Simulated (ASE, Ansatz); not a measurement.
# Generalised stacking fault on (110) of a KCl-RbCl solid solution (80 atoms): a single point

Wanted: forces, charges and levels of generalised stacking fault on (110) of a KCl-RbCl solid solution (80 atoms).

Program: Ansatz 0.2.0. Level of theory: Kohn-Sham DFT, PBE, PAW (set soft_2), plane waves. Results are calculated unless marked as measured.

**1. The starting structure**

The cell holds 80 atoms: 13 Rb, 40 Cl and 27 K. Its edges and angles: a = 7.339 Å, b = 10.379 Å, c = 26.050 Å, α = 90.0°, β = 89.3°, γ = 90.0°. It derives from KCl and RbCl. CsCl-type KCl lattice (a = 3.6697 Å, the value set for the mixture), cell with z along [110], 2 x 2 x 5 periods; the third cell vector is tilted by 0.083 of [001] and lengthened by 0.1 Å, so the cell holds one fault; displaced by a Gaussian of 0.01 Å; 13 of 40 K sites given to Rb at random (lattice constant by Vegard's rule between KCl and RbCl).

What the set-up can't give: The host structure and its lattice constant were typed by rule, without a check against the phase diagram.

**2. Plane-wave single point**

The electrons are solved once, with the atoms held.

Contents of input.yaml:

```yaml
crystal:
  lattice:
    - [7.3394, 0.0, 0.0]
    - [0.0, 10.37948, 0.0]
    - [0.30583, 0.0, 26.0487]
  atoms:
    - { symbol: Rb, position: [0.95766, 0.00092, 0.99566] }
    - { symbol: Cl, position: [0.24524, 0.00062, 0.09925] }
    - { symbol: K, position: [0.4591, 0.99894, 0.99608] }
    - { symbol: Cl, position: [0.74728, 0.9991, 0.09992] }
    - { symbol: K, position: [0.95613, 0.49869, 0.99572] }
    - { symbol: Cl, position: [0.24734, 0.49817, 0.09923] }
    - { symbol: K, position: [0.45592, 0.49943, 0.99551] }
    - { symbol: Cl, position: [0.74883, 0.49891, 0.09929] }
    - { symbol: K, position: [0.99727, 0.25071, 0.09866] }
    - { symbol: Cl, position: [0.24294, 0.24935, 0.19882] }
    - { symbol: Rb, position: [0.49586, 0.24975, 0.0991] }
    - { symbol: Cl, position: [0.74324, 0.24953, 0.19853] }
    - { symbol: K, position: [0.99373, 0.99888, 0.19899] }
    - { symbol: Cl, position: [0.23821, 0.00132, 0.29812] }
    - { symbol: Rb, position: [0.49155, 0.00078, 0.19902] }
    - { symbol: Cl, position: [0.73799, 0.99887, 0.29884] }
    - { symbol: K, position: [0.99454, 0.74814, 0.09963] }
    - { symbol: Cl, position: [0.24069, 0.75033, 0.19914] }
    - { symbol: K, position: [0.49726, 0.75142, 0.09866] }
    - { symbol: Cl, position: [0.74288, 0.74958, 0.1989] }
    - { symbol: K, position: [0.99152, 0.50196, 0.19937] }
    - { symbol: Cl, position: [0.23733, 0.49997, 0.29846] }
    - { symbol: K, position: [0.49166, 0.50155, 0.19845] }
    - { symbol: Cl, position: [0.73839, 0.49973, 0.29901] }
    - { symbol: K, position: [0.98596, 0.24855, 0.29879] }
    - { symbol: Cl, position: [0.23285, 0.25023, 0.39814] }
    - { symbol: K, position: [0.48884, 0.24952, 0.29866] }
    - { symbol: Cl, position: [0.73098, 0.25172, 0.39778] }
    - { symbol: Rb, position: [0.98073, 0.99859, 0.39799] }
    - { symbol: Cl, position: [0.22904, 0.00269, 0.49788] }
    - { symbol: Rb, position: [0.48035, 0.00218, 0.39826] }
    - { symbol: Cl, position: [0.72964, 0.99894, 0.49801] }
    - { symbol: K, position: [0.98741, 0.74991, 0.29759] }
    - { symbol: Cl, position: [0.23163, 0.75149, 0.3978] }
    - { symbol: Rb, position: [0.48758, 0.75012, 0.2985] }
    - { symbol: Cl, position: [0.73373, 0.7496, 0.39834] }
    - { symbol: K, position: [0.98395, 0.50076, 0.39757] }
    - { symbol: Cl, position: [0.22662, 0.49905, 0.49769] }
    - { symbol: K, position: [0.48422, 0.49924, 0.39807] }
    - { symbol: Cl, position: [0.72841, 0.50026, 0.49752] }
    - { symbol: Rb, position: [0.9796, 0.24981, 0.49807] }
    - { symbol: Cl, position: [0.22381, 0.24918, 0.5978] }
    - { symbol: K, position: [0.47996, 0.25017, 0.49754] }
    - { symbol: Cl, position: [0.72619, 0.24835, 0.59776] }
    - { symbol: K, position: [0.97587, 0.99892, 0.59714] }
    - { symbol: Cl, position: [0.22262, 0.99979, 0.6969] }
    - { symbol: K, position: [0.47858, 0.99889, 0.59774] }
    - { symbol: Cl, position: [0.71923, 0.00089, 0.6967] }
    - { symbol: K, position: [0.98101, 0.75044, 0.49765] }
    - { symbol: Cl, position: [0.22469, 0.74896, 0.59783] }
    - { symbol: K, position: [0.48192, 0.75048, 0.49779] }
    - { symbol: Cl, position: [0.72448, 0.74877, 0.59786] }
    - { symbol: K, position: [0.97481, 0.49884, 0.59711] }
    - { symbol: Cl, position: [0.2206, 0.4991, 0.69631] }
    - { symbol: Rb, position: [0.47522, 0.49942, 0.59705] }
    - { symbol: Cl, position: [0.72013, 0.50057, 0.69699] }
    - { symbol: Rb, position: [0.97159, 0.25001, 0.69702] }
    - { symbol: Cl, position: [0.21494, 0.24898, 0.79682] }
    - { symbol: K, position: [0.47079, 0.24964, 0.69698] }
    - { symbol: Cl, position: [0.71813, 0.25107, 0.79683] }
    - { symbol: K, position: [0.96796, 0.00029, 0.79629] }
    - { symbol: Cl, position: [0.21193, 0.9996, 0.89657] }
    - { symbol: K, position: [0.46803, 0.00109, 0.79594] }
    - { symbol: Cl, position: [0.71342, 0.00119, 0.896] }
    - { symbol: Rb, position: [0.96901, 0.74889, 0.69675] }
    - { symbol: Cl, position: [0.21363, 0.74988, 0.79577] }
    - { symbol: K, position: [0.47315, 0.74961, 0.69764] }
    - { symbol: Cl, position: [0.71721, 0.74917, 0.79655] }
    - { symbol: Rb, position: [0.96586, 0.50013, 0.79658] }
    - { symbol: Cl, position: [0.21436, 0.50137, 0.89549] }
    - { symbol: Rb, position: [0.46835, 0.50019, 0.79643] }
    - { symbol: Cl, position: [0.71474, 0.49923, 0.89666] }
    - { symbol: K, position: [0.96096, 0.24854, 0.89646] }
    - { symbol: Cl, position: [0.20945, 0.24951, 0.99587] }
    - { symbol: K, position: [0.4637, 0.24925, 0.89615] }
    - { symbol: Cl, position: [0.70766, 0.2492, 0.99604] }
    - { symbol: K, position: [0.96359, 0.74971, 0.89558] }
    - { symbol: Cl, position: [0.20751, 0.74949, 0.99572] }
    - { symbol: Rb, position: [0.46426, 0.75033, 0.89632] }
    - { symbol: Cl, position: [0.7108, 0.75161, 0.99571] }
kpoints:
  mp_grid: { grid: [2, 1, 1] }
hamiltonian:
  xc: pbe
scf:
  occupations: { method: gaussian, width: 0.025 }
output:
  forces: true
  stress: true
  populations: true
  dos:
    method: { smearing: { sigma: 0.15 } }
    de: 0.1
    projected: { site_lists: { Cl: [Cl], K: [K], Rb: [Rb] } }
  eigenvalues: true
  write_density: true
  write_potential: true
  volumetric_format: npy
```

Command:

```sh
$ ansatz run input.yaml --threads 8 --pin off --max-ram 15872MiB --backend cpu --events-out ev --progress --plain --runs-dir out
```

Numbers of over 12 decimals in the logs are rounded to 6 here.

The log of the run:

```text
Engine: ansatz 0.2.0, aarch64-unknown-linux-gnu
Pseudopotentials: kind: paw
Pseudopotential: Rb, paw, valence charge 9, recommended cutoff 420 eV (normal), Rb.paw.azcp
Pseudopotential: Cl, paw, valence charge 7, recommended cutoff 420 eV (normal), Cl.paw.azcp
Pseudopotential: K, paw, valence charge 9, recommended cutoff 420 eV (normal), K.paw.azcp
[... 5 lines on functional and potentials left out ...]
Crystal: 80 atoms, lattice volume = 1984.368 Å³
Basis set: ecut = 420 eV, 38805 PW (Γ), exchange–correlation on 100×144×360 points (8 copies of the dense FFT grid, shifted against one another)
Bands: 400, of which v1, the nominal top of the filled ones, is band 320 counted from 1 (319 counted from 0)
Symmetry: 1 space group operations
Space group: P1 (ITA 1), of the structure as read, at distance tolerance 1.3e-4 Å
k-points: 2
[... 7 lines on functional and potentials left out ...]
Initial density: superposition of atomic densities (neutral atoms: chi_scale 0, normalization atom), corrected by the library's trained network
Initial wavefunctions: pseudopotential atomic-orbital guess
Functional: x = pbe(κ = 0.804, μ = 0.219515), c = pbe(β = 0.066725)
SCF iter   1: F=—  HF=-127321.713417 eV  |F-HF|=—  |Δ(HF+E_count)|=         —  Δρ=4.18e-4  dr2=5.65e-3  ethr=1.77e-3  ⟨swp⟩=12.0  Hψ=4708  notcnv=0  defer=29
preconditioner: auto → Resta (q_TF=auto, 2.259 Å⁻¹)  ε∞=2.9  [insulator: Δε(μ)=5.559 eV  Ē_g=14.336 eV  σ=0.025 eV  W_gap=1.00  n_scr=404 (ndim 8)  ℏωp=19.7 eV  f_vac=0.000  D(μ)=0.00/eV (n_scr^D=0)  ε∞_Penn≈2.9]
SCF iter   2: F=—  HF=-127321.690626 eV  |F-HF|=—  |Δ(HF+E_count)|=   2.28e-2  Δρ=1.91e-4  dr2=1.18e-3  ethr=8.83e-7  ⟨swp⟩=3.5  Hψ=1669  notcnv=0  defer=68
SCF iter   3: F=—  HF=-127321.690307 eV  |F-HF|=—  |Δ(HF+E_count)|=   3.19e-4  Δρ=7.39e-5  dr2=1.11e-4  ethr=1.84e-7  ⟨swp⟩=2.0  Hψ=1269  notcnv=0  defer=68
SCF iter   4: F=—  HF=-127321.690277 eV  |F-HF|=—  |Δ(HF+E_count)|=   3.04e-5  Δρ=2.80e-5  dr2=1.94e-5  ethr=1.74e-8  ⟨swp⟩=3.0  Hψ=1323  notcnv=0  defer=68
SCF iter   5: F=—  HF=-127321.689014 eV  |F-HF|=—  |Δ(HF+E_count)|=   1.26e-3  Δρ=4.50e-6  dr2=3.68e-7  ethr=3.03e-9  ⟨swp⟩=2.0  Hψ=1236  notcnv=0  defer=68
SCF iter   6: F=-127321.689014 eV  HF=-127321.689014 eV  |F-HF|=1.98e-9  |Δ(HF+E_count)|=   2.79e-7  Δρ=9.82e-7  dr2=2.41e-8  ethr=1.56e-11  ⟨swp⟩=18.0  Hψ=6747  notcnv=0
SCF 1 converged in 6 iterations: F = -127321.689014 eV  dr2 = 2.41e-8
  greatest PAW one-centre occupation: 0.987 electrons in one spin orbital (limit 2), on the K atom at site 36 (counted from 0), in its partial waves of l = 0
SCF converged after 6 iterations
Free energy (F): -127321.689014 eV
Harris-Foulkes:  -127321.689014 eV  (|F-HF|=1.98e-9)
Internal energy: -127321.689014 eV  (E = F + TS)
E sigma→0 (E₀):  -127321.689014 eV
Fermi energy:    6.462750 eV
--- Per-component energies (eV) ---
  E_band       = -3492.046540
  E_kinetic    = 15934.165617
  E_local      = -27105.029500  (includes V_loc(G=0)·N_el)
  E_nonlocal   = 3738.458965
  E_hartree    = 8146.715511
  E_xc         = -9708.125912
  E_vxc        = -11214.355149  (∫ρ·V_xc dr)
  E_paw        = -81519.956399  (= ΣΔE_a)
  E_vpaw       = -1138.719557  (= ΣTr[D̂ρ^β])
  E_aug_tail   = 0.003471  (compensation charges beyond the density's cutoff)
  E_ewald      = -36807.920767
  E_smearing   = -0.000000  (= −TS)
  E_closure    = 0.000000  (closes the sum)
  Σ components = -127321.689014   (vs F -127321.689014, Δ=0.00e0)
--- Forces (eV/Å), atoms counted from 1 ---
  atom   1  Rb     0.13416992    -0.03149012     0.10793238
  atom   2  Cl    -0.17328742    -0.17135700    -0.14895991
  atom   3  K      0.02017872     0.01649591     0.03234873
  atom   4  Cl     0.01644962    -0.11045989    -0.04661698
  atom   5  K      0.08314051     0.02633516     0.02199878
  atom   6  Cl    -0.13818992     0.20473130    -0.05118284
  atom   7  K      0.06552639     0.01635358     0.04036440
  atom   8  Cl    -0.00673997     0.15567897    -0.06531365
  atom   9  K     -0.05702117    -0.01742841     0.02557356
  atom  10  Cl    -0.20650738     0.17194311     0.13756966
  atom  11  Rb    -0.07832978    -0.00331565    -0.05047129
  atom  12  Cl     0.17012349     0.14945954     0.14659342
  atom  13  K     -0.02690203     0.04599579    -0.01849623
  atom  14  Cl    -0.19998328     0.09160965    -0.08333919
[...]
atom  79  Rb    -0.02652713     0.02132828    -0.01184690
  atom  80  Cl    -0.00095091    -0.17758302     0.18844474
  max |Σ_I F_I| component: 4.62e-5 eV/Å
--- Stress (GPa, compression-positive) ---
        4.982140       0.008032      -0.125529
        0.008032       4.855756      -0.000488
       -0.125529      -0.000488       4.816252
  P = ⅓ Tr σ = 4.8847 GPa (48.847 kbar)
--- Band table (eV) ---
  k-point 0: bands = ["-24.2038", "-24.1907", "-24.1734", "-24.1701", [... 384 levels ...], "12.0868", "12.1067", "12.1395", "12.1515", "12.2070", "12.2278", "12.2626", "12.2696", "12.2781", "12.2836", "12.2992", "12.3270"]
  k-point 1: bands = ["-24.2022", "-24.1884", "-24.1695", "-24.1631", [... 384 levels ...], "12.0937", "12.1499", "12.1571", "12.1759", "12.2287", "12.2345", "12.2570", "12.2629", "12.2742", "12.2857", "12.2873", "12.3086"]
--- Löwdin populations: 80 sites ---
  site symbol       q [e]
     0     Rb      8.1967
     1     Cl      7.6992
     2      K      8.2529
[...]
79     Cl      7.6989
  spilling = 0.004340 (of n_electrons = 640.000000)
```

It took 40 s on 8 threads of Arm Neoverse V2, shared host; peak memory 6.8 GiB.

In the SCF lines HF is the Harris–Foulkes energy and dr2 the Hartree energy of the density residual, in eV; the loop may stop once dr2 is under the threshold and the program's other checks hold. Hψ counts applications of the Hamiltonian.

The run gave:

```
free energy                                      : -127321.6890 eV
free energy per atom                             : -1591.5211 eV/atom
SCF cycles                                       : 6
pressure                                         : 4.885 GPa
r.m.s. force component                           : 0.1006 eV/Å
longest force                                    : 0.3571 eV/Å
Fermi energy                                     : 6.463 eV
gap (highest filled to lowest empty level) : 5.574 eV
spilling of the projection                       : 0.00434
```

Length of the force by element:

```csv
element,coordination,atoms,mean length of the force (eV/Å),spread,least,most
Cl,all,40,0.230,0.0647,0.121,0.357
K,all,27,0.0514,0.0225,0.0072,0.09
Rb,all,13,0.0638,0.0377,0.0237,0.175
```

Löwdin charges by element (they lack the spilled electrons, 0.035 e an atom on average):

```csv
element,coordination,atoms,mean charge (e),spread,least,most
Cl,all,40,-0.699,6.0e-4,-0.701,-0.698
K,all,27,0.755,0.0062,0.742,0.764
Rb,all,13,0.797,0.0051,0.787,0.804
```

Density of states as counts of states in windows of 1 eV (from the Fermi level), total and the larger projections:

```csv
from (eV),to (eV),total,Cl p,K s,Rb p,K p
-14,-13,44.6,0.2,0.0,0.1,41.3
-13,-12,0.0,0.0,0.0,0.0,0.0
-12,-11,62.1,1.4,0.1,59.4,0.2
-11,-10,15.9,0.2,0.0,15.4,0.0
-10,-6,0.0,0.0,0.0,0.0,0.0
-6,-5,0.7,0.6,0.1,0.0,0.0
-5,-4,82.5,76.6,2.5,0.7,0.6
-4,-3,136.8,132.1,0.8,1.0,0.6
-3,-2,20.0,19.7,0.0,0.1,0.0
-2,2,0.0,0.0,0.0,0.0,0.0
2,3,1.0,0.0,0.6,0.0,0.0
3,4,16.3,0.2,4.2,0.0,0.0
4,5,63.5,1.5,12.8,0.1,0.1
```

Between -26 and -14 eV lie 197 more states.

The stored curve holds about 560 of the 640 electrons; the rest, give or take the few that broadening carries across the Fermi level, lie in deeper levels below its range.

The levels nearest the highest filled one (over half full), pooled over k-points and spins:

```csv
level less the highest filled one (eV),occupation
-0.0799,2
-0.0655,2
-0.064,2
-0.057,2
-0.0455,2
0,2
5.57,0
6.06,0
6.13,0
6.22,0
6.24,0
6.26,0
```

Valence density in the ca plane at fractional y = 0.000, with atoms of Rb and Cl and K within 0.2 Å of it. It is the smooth field of the valence electrons, not physical close to the nuclei.

Ten even steps from '0' (0.0 e/Å³) to '9' (4.2 e/Å³), each cell a mean:
```
43430000000003899400000000027995100000000243
44420000000001576200000000015873000000000144
12100001110000121000001100001321000000000023
00000013331000000000123210000000000232100001
00000023232000000000232330000000001333310000
00000023133100000000230231000000002311310000
00000013332000000000133320000000001333310000
11100001210000010000012210000000000122100000
34310000000001354100000000002431000000000013
43430000000002798300000000026983000000000148
43430000000002899400000000027995100000000169
44420000000001576200000000015873000000000148
12100001110000121000001100001321000000000013
00000013331000000000123310000000000122100000
00000023232000000000232331000000001333310000
00000023133000000000231231000000002311310000
00000013332000000000133320000000001333310000
11100001210000010000012210000000000122100000
34310000000001353100000000002431000000000013
43430000000002798300000000026984000000000134
```
Columns run along c (16.0 Å, from fractional 0.39 to 1.00 of the cell), rows up along a (7.3 Å). Atoms in or near the plane, at fractional coordinates: Rb at (0.00, 0.96), K at (0.00, 0.46), Rb at (0.40, 0.98), Cl at (0.50, 0.23), Rb at (0.40, 0.48), Cl at (0.50, 0.73), K at (0.60, 0.98), Cl at (0.70, 0.22), K at (0.60, 0.48), Cl at (0.70, 0.72), K at (0.80, 0.97), Cl at (0.90, 0.21), K at (0.80, 0.47), Cl at (0.90, 0.71).

[end of part 1 of 2]

[Logs are printed without paths, hosts, clocks, repeated set-up lines and the standing remarks that a program may print on its own settings, such as how far it seeks lower states.]

[Hosts, paths, dates, database ids (printed as entryN), source tags and the programs' standing remarks are cut or masked in the printed files.]
